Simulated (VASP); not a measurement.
# Ta (Im-3m) in VASP: notebook

One crystal, Ta, is run at these levels: r2SCAN; tasks: relaxation of cell and atoms, vibrations by finite differences.

Everything below comes from runs of VASP 6.6.1. Logs are shortened: lines on timing, memory, paths and dates and some standing lists are left out, and cuts for length are marked.

## Step 1: The structure

The structure is cubic, space group Im-3m (No. 229). The conventional cell has a = 3.303 Å, b = 3.303 Å, c = 3.303 Å, α = 90.00°, β = 90.00°, γ = 90.00°. Around Ta (site symmetry m-3m) lie 8 Ta at 2.86 Å.

## Step 2: Relaxation of cell and atoms, r2SCAN

Input file INCAR:

```
SYSTEM = Ta
PREC = Accurate
ENCUT = 520
EDIFF = 1E-7
ISMEAR = 0
SIGMA = 0.1
LREAL = .FALSE.
LASPH = .TRUE.
NELM = 80
ALGO = Normal
ISIF = 3
LWAVE = .FALSE.
LCHARG = .FALSE.
METAGGA = R2SCAN
LMIXTAU = .TRUE.
IBRION = 2
NSW = 80
EDIFFG = -0.002
```

Input file KPOINTS:

```
regular mesh
0
G
  18 18 18
  0 0 0
```

Input file POSCAR:

```
Ta
1.0
   -1.6512800000      1.6512800000      1.6512800000
    1.6512800000     -1.6512800000      1.6512800000
    1.6512800000      1.6512800000     -1.6512800000
Ta
1
Direct
    0.0000000000      0.0000000000      0.0000000000
```

Potentials or basis: VASP PAW PBE potentials, release 64 (Ta_pv).

The run is started by

```console
$ cat potpaw_PBE.64/Ta_pv/POTCAR > POTCAR
$ mpirun -np 1 vasp_std > vasp.out
```

OUTCAR:

```text
SYSTEM = Ta
   PREC = Accurate
   ENCUT = 520
   EDIFF = 1E-7
   ISMEAR = 0
   LREAL = .FALSE.
   LASPH = .TRUE.
   NELM = 80
   ISIF = 3
   METAGGA = R2SCAN
   IBRION = 2
   NSW = 80
   EDIFFG = -0.002

 ion  position               nearest neighbor table
   1  0.000  0.000  0.000-

  LATTYP: Found a body centered cubic cell.
 ALAT       =     3.3025600000

  Lattice vectors:

 A1 = (  -1.6512800000,   1.6512800000,   1.6512800000)
 A2 = (   1.6512800000,  -1.6512800000,   1.6512800000)
 A3 = (   1.6512800000,   1.6512800000,  -1.6512800000)

Analysis of symmetry for initial positions (statically):
=====================================================================
 Subroutine PRICEL returns:
 Original cell was already a primitive cell.

 Routine SETGRP: Setting up the symmetry group for a
 body centered cubic supercell.

 Subroutine GETGRP returns: Found 48 space group operations
 (whereof 48 operations were pure point group operations)
 out of a pool of 48 trial point group operations.

The static configuration has the point symmetry O_h .

Analysis of symmetry for dynamics (positions and initial velocities):
=====================================================================
 Subroutine PRICEL returns:
 Original cell was already a primitive cell.

 Routine SETGRP: Setting up the symmetry group for a
 body centered cubic supercell.

 Subroutine GETGRP returns: Found 48 space group operations
 (whereof 48 operations were pure point group operations)
 out of a pool of 48 trial point group operations.

The dynamic configuration has the point symmetry O_h .

 Subroutine INISYM returns: Found 48 space group operations
 (whereof 48 operations are pure point group operations),
 and found     1 'primitive' translations

----------------------------------------------------------------------------------------

                                     Primitive cell

  volume of cell :      18.0104

  direct lattice vectors                    reciprocal lattice vectors
    -1.651280000  1.651280000  1.651280000     0.000000000  0.302795407  0.302795407
     1.651280000 -1.651280000  1.651280000     0.302795407  0.000000000  0.302795407
     1.651280000  1.651280000 -1.651280000     0.302795407  0.302795407  0.000000000

  length of vectors
     2.860100858  2.860100858  2.860100858     0.428217371  0.428217371  0.428217371

  position of ions in fractional coordinates (direct lattice)
     0.000000000  0.000000000  0.000000000

  ion indices of the primitive-cell ions
   primitive index   ion index
                 1           1

----------------------------------------------------------------------------------------

 KPOINTS: regular mesh

Automatic generation of k-mesh.
 Grid dimensions read from file:
 generate k-points for:   18   18   18

 Generating k-lattice:

  Cartesian coordinates                     Fractional coordinates (reciprocal lattice)
     0.000000000  0.016821967  0.016821967     0.055555556  0.000000000  0.000000000
     0.016821967  0.000000000  0.016821967     0.000000000  0.055555556  0.000000000
     0.016821967  0.016821967  0.000000000     0.000000000  0.000000000  0.055555556

  Length of vectors
     0.023789854  0.023789854  0.023789854

  Shift w.r.t. Gamma in fractional coordinates (k-lattice)
     0.000000000  0.000000000  0.000000000

 Subroutine IBZKPT returns following result:
 ===========================================

 Found    195 irreducible k-points:

 Following reciprocal coordinates:
            Coordinates               Weight
  0.000000  0.000000  0.000000      1.000000
  0.055556  0.000000  0.000000     12.000000
  0.111111  0.000000  0.000000     12.000000
  0.166667  0.000000  0.000000     12.000000
  0.222222  0.000000  0.000000     12.000000
  0.277778  0.000000  0.000000     12.000000
[... 16 lines left out ...]
  0.333333  0.111111  0.000000     48.000000
  0.388889  0.111111  0.000000     48.000000
 [... further k-points ...]
   k-points           NKPTS =    195   k-points in BZ     NKDIM =    195   number of bands    NBANDS=      9
   number of dos      NEDOS =    301   number of ions     NIONS =      1
   total plane-waves  NPLWV =  13824
   dimension x,y,z NGX =    24 NGY =   24 NGZ =   24
   dimension x,y,z NGXF=    48 NGYF=   48 NGZF=   48
   ions per type =               1
   NGX,Y,Z   is equivalent  to a cutoff of  13.95, 13.95, 13.95 a.u.
   NGXF,Y,Z  is equivalent  to a cutoff of  27.90, 27.90, 27.90 a.u.
 SYSTEM =  Ta
   PREC   = accura    normal or accurate (medium, high low for compatibility)
   ISTART =      0    job   : 0-new  1-cont  2-samecut
   ICHARG =      2    charge: 1-file 2-atom 10-const
   ISPIN  =      1    spin polarized calculation?
   LNONCOLLINEAR =      F non collinear calculations
   LSORBIT =      F    spin-orbit coupling
   LASPH  =      T    aspherical Exc in radial PAW
   ENCUT  =  520.0 eV  38.22 Ry    6.18 a.u.   5.32  5.32  5.32*2*pi/ulx,y,z
   NELM   =     80;   NELMIN=  2; NELMDL= -5     # of ELM steps
   EDIFF  = 0.1E-06   stopping-criterion for ELM
   LREAL  =      F    real-space projection
   EDIFFG = -.2E-02   stopping-criterion for IOM
   NSW    =     80    number of steps for IOM
   IBRION =      2    ionic relax: 0-MD 1-quasi-New 2-CG
   NFREE  =      1    steps in history (QN), initial steepest desc. (CG)
   ISIF   =      3    stress and relaxation
   ISYM   =      2    0-nonsym 1-usesym 2-fastsym
   POTIM  = 0.5000    time-step for ionic-motion
   TEBEG  =    0.0;   TEEND  =   0.0 temperature during run
   PSTRESS=    0.0 pullay stress
   NELECT =      11.0000    total number of electrons
   NUPDOWN=      -1.0000    fix difference up-down
   EMIN   =  10.00;   EMAX   =-10.00  energy-range for DOS
   EFERMI =   0.00;   METHOD = LEGACY
   ISMEAR =     0;   SIGMA  =   0.10  broadening in eV -4-tet -1-fermi 0-gaus
   EFERMI_NEDOS =   21; number of points for ismear=-14 and -15
   IALGO  =     38    algorithm
   IMIX   =      4    mixing-type and parameters
     AMIX     =   0.40;   BMIX     =  1.00
     AMIX_MAG =   1.60;   BMIX_MAG =  1.00
  volume/ion in A,a.u.               =      18.01       121.54
  Fermi-wavevector in a.u.,A,eV,Ry     =   1.388988  2.624806 26.249534  1.929286
  Thomas-Fermi vector in A             =   2.513061
   LORBIT       =      0    0 simple, 1 ext, 2 COOP (PROOUT), +10 PAW based schemes
   METAGGA = R2SCAN    functional components
   LHFCALC =     F    Hartree Fock is set to
   AEXX    =    0.0000 exact exchange contribution
   IVDW    =     0    specifies the selected vdW correction
   LEPSILON=     F    determine dielectric tensor
   LRPA    =     F    only Hartree local field effects (RPA)
 conjugate gradient relaxation of ions
 non-spin polarized calculation
 Gauss-broadening in eV      SIGMA  =   0.10
  energy-cutoff  :      520.00
  volume of cell :       18.01
 maximum number of plane-waves:       498
 NGX is ok and might be reduce to    24
   NGX = 11   NGY = 11   NGZ = 11

--------------------------------------- Ionic step        1  -------------------------------------------

 number of electron      11.0000002 magnetization

 Free energy of the ion-electron system (eV)
  ---------------------------------------------------
  ext. energy  EPLUGINS =         0.00000000
  ---------------------------------------------------
  free energy    TOTEN  =       -48.58278860 eV

  energy without entropy =      -48.57729031  energy(sigma->0) =      -48.58003946

------------------------ aborting loop because EDIFF is reached ----------------------------------------

  FORCE on cell =-STRESS in cart. coord.  units (eV):
  Direction    XX          YY          ZZ          XY          YZ          ZX
  --------------------------------------------------------------------------------------
  -------------------------------------------------------------------------------------
  Total        0.1137229      0.1137229      0.1137229      0.0000000     -0.0000000      0.0000000
  in kB       10.1166395     10.1166395     10.1166395      0.0000000     -0.0000000      0.0000000
  external PRESSURE =      10.1166395 kB  Pullay stress =       0.0000000 kB
[... 55 lines left out ...]
  energy  without entropy=      -48.5758047354  energy(sigma->0) =      -48.57867798

--------------------------------------- Ionic step        3  -------------------------------------------

 number of electron      11.0000002 magnetization

 Free energy of the ion-electron system (eV)
  ---------------------------------------------------
  ext. energy  EPLUGINS =         0.00000000
  ---------------------------------------------------
  free energy    TOTEN  =       -48.58306357 eV

  energy without entropy =      -48.57750317  energy(sigma->0) =      -48.58028337

 E-fermi :   5.2859     XC(G=0): -13.7433

 val. band max:        5.2767440489   @ k =   0.3333   0.1111   0.0000
 cond. band min:       5.3208801021   @ k =   0.1111   0.1111   0.0000
 fundamental gap:      0.0441360532
 Fermi energy:         5.2859181129

 k-point     1 :       0.0000    0.0000    0.0000
  band No.  band energies     occupation
      1     -28.9559      2.00000
      2     -28.9559      2.00000
      3     -28.9559      2.00000
      4      -3.0249      2.00000
      5       6.1276      0.00000
      6       6.1276      0.00000
      7       6.1276      0.00000
      8       9.5997      0.00000
      9       9.5997      0.00000
[... 265 lines left out ...]
 k-point    24 :       0.3889    0.1111    0.0000
  band No.  band energies     occupation
      1     -30.0966      2.00000
      2     -29.3786      2.00000
      3     -29.0169      2.00000
      4       1.1499      2.00000
      5       3.8487      2.00000
      6       5.8364      0.00000
      7       9.3118      0.00000
      8      10.6508      0.00000
      9      13.4343      0.00000

 [... further k-points ...]

------------------------ aborting loop because EDIFF is reached ----------------------------------------

  FORCE on cell =-STRESS in cart. coord.  units (eV):
  Direction    XX          YY          ZZ          XY          YZ          ZX
  --------------------------------------------------------------------------------------
  -------------------------------------------------------------------------------------
  Total        0.0010676      0.0010676      0.0010676      0.0000000      0.0000000      0.0000000
  in kB        0.0945094      0.0945094      0.0945094      0.0000000      0.0000000      0.0000000
  external PRESSURE =       0.0945094 kB  Pullay stress =       0.0000000 kB
[... 16 lines left out ...]
  FREE ENERGIE OF THE ION-ELECTRON SYSTEM (eV)
  ---------------------------------------------------
  free  energy   TOTEN  =       -48.5830635721 eV

  energy  without entropy=      -48.5775031696  energy(sigma->0) =      -48.58028337

 reached required accuracy - stopping structural energy minimisation
```

Wall time 2.8 min (1 thread of Intel Xeon Platinum 8488C (Sapphire Rapids), shared host); peak memory 0.18 GiB.

Results:

- Free energy: -48.5831 eV
- Relaxed volume: 18.10 Å³/atom
- Relaxed cell: a = 2.865 Å, b = 2.865 Å, c = 2.865 Å, α = 109.47°, β = 109.47°, γ = 109.47°
- Space group after relaxing (to 0.05 Å): Im-3m (No. 229)
- Energy gained by relaxing: 0.3 meV/atom
- Ionic steps: 3
- Pressure after relaxing: 0.0 GPa
- Band gap on the k mesh: none (metal or under the smearing width)

Step by step:
```
step  energy change (eV)  largest force (eV/Å)  pressure (GPa)  volume (Å³)
   1              0.0000                0.0000            1.01        18.01
   2              0.0012                0.0000           -2.28        18.31
   3             -0.0003                0.0000            0.01        18.10
```

Final structure:
```
Ta
1.0
    -1.65398    1.65398    1.65398
     1.65398   -1.65398    1.65398
     1.65398    1.65398   -1.65398
Ta
1
Direct
  0.00000 0.00000 0.00000
```

Caveat: the PAW data sets were made with another functional, which shifts forces and pressure a little. Spin-orbit coupling is left out, which matters for the levels of Ta.

[end of part 1 of 2]
